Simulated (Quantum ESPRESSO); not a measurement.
Crystal: KF (Carobbiite).

```
K F
1.0
     0.00000    2.67185    2.67185
     2.67185    0.00000    2.67185
     2.67185    2.67185    0.00000
K F
1 1
Direct
  0.00000 0.00000 0.00000
  0.50000 0.50000 0.50000
```

Base run:

```yaml
Program: Quantum ESPRESSO 7.5
Functional: PBE
Potentials_or_basis: PseudoDojo 0.4.1 SR PBE standard
Cutoff: 1143 eV
Density_cutoff: 4572 eV
k_mesh: 6 × 6 × 6, shifted
Occupations: fermi-dirac, width 0.05 eV
Spin: no spin polarisation
```

Its results: pressure 1.3 GPa; electronic dielectric tensor (diagonal) 1.98.

**Question.** The run is repeated on the same cell with these changes: functional from PBE to AM05. What comes out?

**Answer.** Pressure 0.5 GPa; electronic dielectric tensor (diagonal) 1.99.

AM05 binds more tightly than PBE, so the same cell stands under less pressure.

Caveats: the potentials were made for another functional, which shifts forces and pressure (some runs).
